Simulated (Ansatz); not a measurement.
# TiSi2 (P6/mmm) in Ansatz: a series of runs

One crystal, TiSi2, is run at these levels: HSE06 form with a typed share of exact exchange; tasks: single point.

Everything below comes from runs of Ansatz 0.2.0. Logs are shortened: lines on timing, memory, paths and dates and some standing lists are left out, and cuts for length are marked.

## (1) The structure

It takes space group P6/mmm (No. 191, hexagonal). The conventional cell has a = 4.375 Å, b = 4.375 Å, c = 2.561 Å, α = 90.00°, β = 90.00°, γ = 120.00°. Around Ti (site symmetry 6/mmm) lie 2 Ti at 2.56 Å and 12 Si at 2.83 Å. Around Si (site symmetry -6m2) lie 5 Si at 2.53 to 2.56 Å and 6 Ti at 2.83 Å.

The cell was built by a generator and needn't be a form met in nature.

## (2) Single point, HSE06 form with a typed share of exact exchange

Input file input:

```
crystal:
  lattice:
    - [4.37464, 0.0, 0.0]
    - [-2.18732, 3.78855, 0.0]
    - [0.0, 0.0, 2.56101]
  atoms:
    - { symbol: Ti, position: [0.0, 0.0, 0.0] }
    - { symbol: Si, position: [0.33333, 0.66667, 0.5] }
    - { symbol: Si, position: [0.66667, 0.33333, 0.5] }
hamiltonian:
  xc: { exchange: pbe, correlation: pbe, exx: { coeff: 0.05, omega: 0.2 } }
  pseudopotentials: { kind: paw }
kpoints:
  mp_grid: { grid: [4, 4, 5] }
scf:
  occupations: { method: fermi_dirac, width: 0.05 }
output:
  forces: true
  stress: true
  eigenvalues: true
  write_density: true
  write_potential: true
  elf: true
  volumetric_format: npy
```

Potentials or basis: Ansatz PAW.

Log:

```text
Warning: the atoms were moved onto the symmetric positions of the space group found under crystal.symmetry.tolerance 1.0e-5 (fractional; no operation is sought that the atoms, as they stand in a round, miss by more than twice it, and no atom is moved by as much as it), and the run uses the moved positions. Before a round's move an operation carried an atom to 4.37e-5 Å from where it should land, the largest such distance. Atom 1 (counting from 0) moved farthest, by 2.53e-5 Å; the longest move in fractions of the cell, of whichever atom, is 0.47 of the tolerance, in 1 round. To run the atoms as typed, lower crystal.symmetry.tolerance until the operations that they miss are no longer found, or set crystal.symmetry.detect: false (a key that needs symmetry detection or time reversal refuses this as the deck is read). The positions used, in the order of the run's atom list: position: [0.0, 0.0, 0.0]; position: [0.3333333333333333, 0.6666666666666666, 0.5]; position: [0.6666666666666666, 0.3333333333333333, 0.5]; The lattice was moved too: crystal.lattice keeps the space group found at crystal.symmetry.tolerance 1.0e-5 only nearly: the operation that it misses by the most changes a squared length by the fraction 2.87e-7. The run uses the lattice that is a stretch of the typed one, with no rotation, onto the one that keeps every operation to a double's rounding (on a very oblique basis the stretch itself rounds by more); the deck's lattice vector that moved farthest moved by 3.62e-7 Å. To run the lattice as typed, set crystal.symmetry.tolerance under 2.86e-7, the least fraction by which an operation that the lattice misses changes a squared length (the same key also sets how far an atom may lie from its image, so lowering it can lose operations that the atoms keep only within it), or set crystal.symmetry.detect: false, as for the atoms. crystal.lattice made exact, in Å and degrees: [[4.374640362338372, 0.0, 0.0], [-2.187320181169186, 3.7885496862057915, 0.0], [0.0, 0.0, 2.56101]]. Pasted over the deck's crystal.lattice, beside positions in fractional coordinates, it runs the same cell (given as lengths and angles, that cell in the form's own orientation, a rigid turn of the misfit's size from the one run here, for which a checkpoint.post_process_only pass over this run's state can be refused: where this run relaxes nothing, give such a pass this deck's own crystal.lattice, as typed; behind a relaxation, as crystal.lattice, the state's own cell, identity.cell in its checkpoint.json), and a matrix so pasted ends this notice, except on a very skew basis of the lattice, where the rounding of the pasted numbers themselves can read as a misfit: the cell is then moved again, and that move is told again. The lattice as run is in this notice's lattice.as_run_ang field (Run.prep()["deck_notices"] in Python, the deck_notice line of an events file, deck_notices of ansatz run --dry-run=json, or deck_notices in record.json in the deck's checkpoint.write directory).
Warning: output.stress: scf.convergence.dr2_threshold = 1e-7 eV (the SCF's general default) is looser than the 3e-10 eV advised for a printed stress (1e-10 eV for each atom of the cell: 3). What an SCF threshold leaves in a stress goes as its square root, and in the free energy as the threshold itself, and one threshold admits the most on a small cell: of the crystals measured, under no hybrid functional and no lock of the moments, on runs that ended without the residual-converged pass, on stresses that held no estimate of that error, the worst erred by over 100 MPa in a component at 1e-7 eV an atom and by under 5 at 1e-10. Set scf.convergence.dr2_threshold to 3e-10 eV or tighter. The threshold is an SCF's pass mark: one that does not reach it within its budget of iterations ends unconverged, or closes short of it on a stop that the run arms, and scf.convergence.dr2_threshold's page says what that costs each kind of run
Warning: output.stress: scf.exx.energy_threshold = 1e-6 eV is looser than the 3e-8 eV advised for a stress under a hybrid functional (1e-8 eV for each atom of the cell: 3). Every SCF of the exchange loop can meet its threshold on dr2 while the loop round them stops early: no threshold on dr2 bounds what that leaves in the stress. Set scf.exx.energy_threshold to 3e-8 eV or tighter. The threshold is the loop's pass mark: a loop that does not reach it within its budget of cycles ends unconverged, and scf.exx.energy_threshold's page has the law
GPUs: using 1 of 1 available (devices: 1).
Engine: ansatz 0.2.0, x86_64-unknown-linux-gnu
Pseudopotentials: kind: paw
Pseudopotential: Ti, paw, valence charge 12, recommended cutoff 420 eV (normal), Ti.paw.azcp
Pseudopotential: Si, paw, valence charge 4, recommended cutoff 420 eV (normal), Si.paw.azcp
Functional definition: unnamed
  parameter a_1 = 0.05
  parameter omega_1 = 0.2/angstrom
  exchange = pbe_x + (-a_1)*pbe_x_sr(omega_1) + a_1*exact_x_sr(omega_1)
  correlation = pbe_c
device memory: the entry about to start is reckoned to put 0.4 GiB on a device that reports 39.0 GiB free (of which the cap on the GPU budget leaves the run 18.0 GiB)
GPU FFT provider: cuFFT
GPU libraries: cuBLAS 13.8.2, cuFFT 12.4.0, cuSOLVER 12.3.4
Crystal: 3 atoms, lattice volume = 42.445 Å³
Basis set: ecut = 420 eV, 855 PW (Γ), exchange–correlation on 60×60×36 points (8 copies of the dense FFT grid, shifted against one another)
Bands: 14, of which v1, the nominal top of the filled ones, is band 10 counted from 1 (9 counted from 0)
Symmetry: 24 space group operations
Space group: P6/mmm (ITA 191), of the structure as read, at distance tolerance 3.5e-5 Å
k-points: 12 of 80
Non-local potential: Ti, projectors of the file, l = 0: 3, l = 1: 2, l = 2: 3, l = 3: 1
Non-local potential: Si, projectors of the file, l = 0: 2, l = 1: 2, l = 2: 2
PAW form: soft (Blöchl's): semilocal exchange-correlation on the pseudo side does not see the compensation charge
PAW frozen core: Ti, regenerated for the run's functional, and the local potential with it (the file was generated under x = pbe(κ = 0.804, μ = 0.2195149727645171), c = pbe(β = 0.06672455060314922))
PAW frozen core: Si, regenerated for the run's functional, and the local potential with it (the file was generated under x = pbe(κ = 0.804, μ = 0.2195149727645171), c = pbe(β = 0.06672455060314922))
PAW one-centre angular grid: Ti, 590 points (default); XC on 64 Gauss nodes
PAW one-centre angular grid: Si, 110 points (default); XC on 64 Gauss nodes
Initial density: superposition of atomic densities (neutral atoms: chi_scale 0, normalization atom), corrected by the library's trained network
Initial wavefunctions: pseudopotential atomic-orbital guess
GPU buffer pool allocated for 16200 grid points (all kernels)
GPU transforms: local potential and band sums: pruned to the plane-wave sphere, on 30×30×18
Functional: x = pbe(κ = 0.804, μ = 0.2195149727645171), c = pbe(β = 0.06672455060314922), warm-up for x = pbe(κ = 0.804, μ = 0.2195149727645171) + 0.05 (exact − pbe) at short range (hse, ω = 0.2 Å⁻¹), c = pbe(β = 0.06672455060314922)
SCF iter   1: F=—  HF=-3771.849720 eV  |F-HF|=—  |Δ(HF+E_count)|=         —  Δρ=7.12e-3  dr2=1.33e-2  ethr=1.77e-3  ⟨swp⟩=5.8  Hψ=751  notcnv=0
preconditioner: auto → none  [insulator: Δε(μ)=0.141 eV  Ē_g=6.567 eV  σ=0.050 eV  W_gap=0.60  n_scr=6 (ndim 8)  ℏωp=19.7 eV  f_vac=0.000  D(μ)=3.37/eV (n_scr^D=44)]
SCF iter   2: F=—  HF=-3771.845582 eV  |F-HF|=—  |Δ(HF+E_count)|=   4.14e-3  Δρ=2.26e-3  dr2=2.31e-3  ethr=6.66e-5  ⟨swp⟩=4.5  Hψ=425  notcnv=0  defer=5
iter 3 solved again at ethr=5.86e-7 eV; its pass at ethr=1.16e-5 eV (dr2=1.17e-4 eV) is discarded
SCF iter   3: F=—  HF=-3771.845486 eV  |F-HF|=—  |Δ(HF+E_count)|=   9.54e-5  Δρ=6.19e-4  dr2=9.49e-5  ethr=5.86e-7  ⟨swp⟩=4.1  Hψ=689  notcnv=0  defer=1
eigensolver tolerance schedule: the retry pair's looser diagonalisation over-reported the residual by 0.24 of it (diagonalisation noise at 0.25 of the residual, at the tolerance the schedule requests for it); recorded, not acted on — ethr = c·dr2/N_el stays at c = 1.0e-1
SCF iter   4: F=—  HF=-3771.845503 eV  |F-HF|=—  |Δ(HF+E_count)|=   1.67e-5  Δρ=1.36e-4  dr2=3.15e-6  ethr=4.74e-7  ⟨swp⟩=2.8  Hψ=312  notcnv=0
SCF iter   5: F=—  HF=-3771.845506 eV  |F-HF|=—  |Δ(HF+E_count)|=   2.71e-6  Δρ=2.26e-5  dr2=4.70e-7  ethr=1.57e-8  ⟨swp⟩=4.8  Hψ=404  notcnv=0
[... 19 lines left out ...]
SCF iter   2: F=—  HF=-3771.893520 eV  |F-HF|=—  |Δ(HF+E_count)|=   3.06e-2  Δρ=2.05e-2  dr2=3.47e-1  ethr=6.01e-5  ⟨swp⟩=5.2  Hψ=631  notcnv=0  recentre
SCF iter   3: F=—  HF=-3771.859120 eV  |F-HF|=—  |Δ(HF+E_count)|=   3.44e-2  Δρ=1.73e-3  dr2=1.76e-3  ethr=6.01e-5  ⟨swp⟩=5.2  Hψ=620  notcnv=0
SCF iter   4: F=—  HF=-3771.858984 eV  |F-HF|=—  |Δ(HF+E_count)|=   1.36e-4  Δρ=3.85e-4  dr2=3.12e-5  ethr=3.47e-6  ⟨swp⟩=3.5  Hψ=360  notcnv=0
SCF iter   5: F=—  HF=-3771.858986 eV  |F-HF|=—  |Δ(HF+E_count)|=   2.24e-6  Δρ=2.75e-4  dr2=2.71e-5  ethr=5.89e-8  ⟨swp⟩=4.7  Hψ=519  notcnv=0
SCF iter   6: F=—  HF=-3771.858984 eV  |F-HF|=—  |Δ(HF+E_count)|=   2.25e-6  Δρ=5.97e-5  dr2=4.59e-6  ethr=5.09e-8  ⟨swp⟩=4.0  Hψ=345  notcnv=0
SCF iter   7: F=—  HF=-3771.858983 eV  |F-HF|=—  |Δ(HF+E_count)|=   3.12e-7  Δρ=5.39e-6  dr2=6.33e-6  ethr=6.34e-9  ⟨swp⟩=3.2  Hψ=370  notcnv=0
SCF iter   8: F=—  HF=-3771.859018 eV  |F-HF|=—  |Δ(HF+E_count)|=   3.45e-5  Δρ=2.33e-4  dr2=3.82e-5  ethr=2.67e-11  ⟨swp⟩=6.3  Hψ=779  notcnv=0  defer=1
SCF iter   9: F=—  HF=-3771.859014 eV  |F-HF|=—  |Δ(HF+E_count)|=   3.69e-6  Δρ=7.67e-5  dr2=4.41e-6  ethr=2.67e-11  ⟨swp⟩=6.2  Hψ=776  notcnv=0
SCF iter  10: F=—  HF=-3771.859014 eV  |F-HF|=—  |Δ(HF+E_count)|=   4.40e-7  Δρ=1.98e-5  dr2=4.27e-7  ethr=2.67e-11  ⟨swp⟩=5.2  Hψ=654  notcnv=0
SCF iter  11: F=—  HF=-3771.859014 eV  |F-HF|=—  |Δ(HF+E_count)|=   4.96e-7  Δρ=2.91e-5  dr2=5.12e-7  ethr=2.67e-11  ⟨swp⟩=5.2  Hψ=512  notcnv=0
SCF iter  12: F=-3771.859014 eV  HF=-3771.859014 eV  |F-HF|=9.16e-10  |Δ(HF+E_count)|=   5.54e-8  Δρ=1.24e-6  dr2=3.26e-8  ethr=2.67e-11  ⟨swp⟩=5.0  Hψ=515  notcnv=0
SCF 2 converged in 12 iterations: F = -3771.859014 eV  dr2 = 3.26e-8
hybrid outer 1: dexx = +2.029e-4 eV, tail = 7.01e-8 eV
GPU FFT provider: cuFFT
GPU libraries: cuBLAS 13.8.2, cuFFT 12.4.0, cuSOLVER 12.3.4
GPU buffer pool allocated for 16200 grid points (all kernels)
GPU transforms: local potential and band sums: pruned to the plane-wave sphere, on 30×30×18
Exchange kernel: α = 0.0500, screened, ω = 0.2000 Å⁻¹, Wigner–Seitz truncation, v(0) = 1100.8136 eV·Å³, q-mesh 4×4×5, nearest image of the exchange supercell L = 12.81 Å, pair-density grid 18×18×12, without the augmentation charges, whose exchange is taken in its separable form by FFT convolution over the k-point mesh (sized by the pseudopotential files, 27×27×18 at the most), smooth part of the exact exchange by density-matrix convolution in up to 1.37 GiB of GPU memory as planned if the GPU has room (build and FFT work areas not counted)
Frozen-core exchange: fock
SCF iter   1: F=—  HF=-3771.859012 eV  |F-HF|=—  |Δ(HF+E_count)|=         —  Δρ=2.92e-6  dr2=1.15e-9  ethr=1.75e-9  ⟨swp⟩=4.2  Hψ=449  notcnv=0
preconditioner: auto → none  [metal: Δε(μ)=0.111 eV  Ē_g=6.816 eV  σ=0.050 eV  W_gap=0.50  n_scr=6 (ndim 8)  ℏωp=19.7 eV  f_vac=0.000  D(μ)=3.93/eV (n_scr^D=44)]
SCF iter   2: F=-3771.859012 eV  HF=-3771.859012 eV  |F-HF|=1.00e-10  |Δ(HF+E_count)|=  2.97e-10  Δρ=1.07e-6  dr2=3.49e-10  ethr=5.51e-12  ⟨swp⟩=4.3  Hψ=432  notcnv=0
SCF 3 converged in 2 iterations: F = -3771.859012 eV  dr2 = 3.49e-10
  Residual-converged pass: ⟨swp⟩=2.4  Hψ=273  notcnv=0  max |occ|·‖R‖ = 2.3e-6 eV (tolerance 2.4e-6 eV)  dr2=3.59e-10  dr2_onsite=3.20e-11  max |Δocc| = 2.5e-12
hybrid outer 2: dexx = +4.895e-10 eV, tail = 7.61e-10 eV, Δε = 5.99e-5 eV (about 6.03e-6 eV left of the loop's levels)
hybrid SCF converged: 2 outer / 14 inner (+8 warm-up), last move |dexx| = 4.89e-10 eV, tail = 7.61e-10 eV
Stability not checked: this state was not tested for a lower state beside it, because the functional holds exact exchange (a hybrid, or Hartree-Fock), whose exchange loop this test does not read (fock_operator; see scf.lower_state_search)
Free energy (F): -3771.859012 eV
Frozen-core exchange: fock
Harris-Foulkes:  -3771.859012 eV  (|F-HF|=1.00e-10)
Internal energy: -3771.827272 eV  (E = F + TS)
E sigma→0 (E₀):  -3771.843142 eV
Entropy (-TS):   -0.031739 eV (-10.580 meV/atom)
Fermi energy:    13.030160 eV
--- Per-component energies (eV) ---
  E_band       = -114.966932
  E_kinetic    = 360.272220
  E_local      = -1051.480043  (includes V_loc(G=0)·N_el)
  E_nonlocal   = 58.157308
  E_hartree    = 460.488110
  E_xc         = -203.229845
  E_vxc        = -211.581939  (∫ρ·V_xc dr)
  E_exx        = -10.217704  (= α·E_x^exact, valence–valence)
  E_paw        = -2071.102651  (= ΣΔE_a)
  E_vpaw       = -170.875963  (= ΣTr[D̂ρ^β])
  E_aug_tail   = 0.000132  (compensation charges beyond the density's cutoff)
  E_ewald      = -1314.655962
  E_core_change = -0.058837  (= ΣΔE_core)
  E_smearing   = -0.031739  (= −TS)
  E_closure    = -0.000000  (closes the sum)
  Σ components = -3771.859012   (vs F -3771.859012, Δ=0.00e0)
--- Forces (eV/Å), atoms counted from 1 ---
  atom   1  Ti     0.00000000     0.00000000     0.00000000
  atom   2  Si    -0.00000000    -0.00000000     0.00000000
  atom   3  Si    -0.00000000     0.00000000    -0.00000000
  max |Σ_I F_I| component: 3.70e-17 eV/Å
--- Stress (GPa, compression-positive) ---
        1.971255      -0.000000      -0.000000
        0.000000       1.971255      -0.000000
       -0.000000      -0.000000      -4.662595
  P = ⅓ Tr σ = -0.2400 GPa (-2.400 kbar)
--- Band table (eV; the first three rows and the last of 12) ---
  k-point 0: bands = ["-44.7072", "-20.6767", "-20.6767", "-20.1223", "-0.5254", "7.6144", "7.6144", "7.7846", "11.1522", "11.9374", "11.9374", "16.0002", "16.0002", "16.5396"]
  k-point 1: bands = ["-44.6493", "-20.6259", "-20.6259", "-20.5123", "0.3904", "8.4272", "8.4272", "8.6564", "11.5062", "11.5062", "11.6269", "15.3174", "16.2497", "16.2497"]
  k-point 2: bands = ["-44.5541", "-21.1118", "-20.5428", "-20.5428", "3.0087", "7.4789", "10.7413", "10.7413", "10.7770", "10.7770", "11.1038", "14.1926", "14.1926", "15.8745"]
  k-point 11: bands = ["-44.5537", "-21.1094", "-20.5510", "-20.5473", "4.3305", "6.0608", "8.5489", "9.2602", "9.7804", "13.4947", "13.5985", "13.9240", "15.1748", "15.3098"]
```

It took 29 s on 1 × NVIDIA H100 80GB HBM3 with 2 threads of AMD EPYC 7R13 (Zen 3), shared host; peak memory 1.5 GiB.

Results:

```yaml
Free_energy: -3771.8590 eV
Pressure: -0.2 GPa
Band_gap_on_the_k_mesh: none (metal or under the smearing width)
```

Caveat: the k mesh is coarse (spacing up to 0.49 Å⁻¹), so the values aren't converged, least of all with exact exchange; the PAW data sets come from PBE, with cores solved anew for the run's functional, which leaves a small shift of forces and pressure; the thresholds are loose for stress.

## (3) Single point, HSE06 form with a typed share of exact exchange

input, as its differences from that of step 2:

```diff
@@ -10,3 +10,3 @@
 hamiltonian:
-  xc: { exchange: pbe, correlation: pbe, exx: { coeff: 0.05, omega: 0.2 } }
+  xc: { exchange: pbe, correlation: pbe, exx: { coeff: 0.1, omega: 0.2 } }
   pseudopotentials: { kind: paw }
@@ -20,5 +20 @@
   eigenvalues: true
-  write_density: true
-  write_potential: true
-  elf: true
-  volumetric_format: npy
```

Potentials or basis: Ansatz PAW.

It took 28 s on 1 × NVIDIA H100 80GB HBM3 with 2 threads of AMD EPYC 7R13 (Zen 3), shared host; peak memory 1.5 GiB.

Results (log left out):

| Quantity | Value |
| --- | --- |
| Free energy | -3771.8812 eV |
| Pressure | -0.9 GPa |
| Band gap on the k mesh | none (metal or under the smearing width) |

Stress tensor (GPa, compression positive):
```
 1.84  0.00  0.00
 0.00  1.84  0.00
 0.00  0.00 -6.34
```

Levels at points of the mesh, in eV from the Fermi level:
| k point | band 6 | band 7 | band 8 | band 9 | band 10 | band 11 | band 12 | band 13 | band 14 |
| --- | --- | --- | --- | --- | --- | --- | --- | --- | --- |
| (0.00, 0.00, 0.00) | -5.59 | -5.59 | -5.41 | -2.00 | -1.19 | -1.19 | 3.16 | 3.16 | 3.65 |
| (0.00, -0.50, 0.00) | -10.82 | -5.70 | -4.52 | -1.03 | -0.70 | 2.68 | 2.83 | 3.10 | 3.68 |

Caveat: the k mesh is coarse (spacing up to 0.49 Å⁻¹), so the values aren't converged, least of all with exact exchange; the PAW data sets come from PBE, with cores solved anew for the run's functional, which leaves a small shift of forces and pressure; the thresholds are loose for stress.
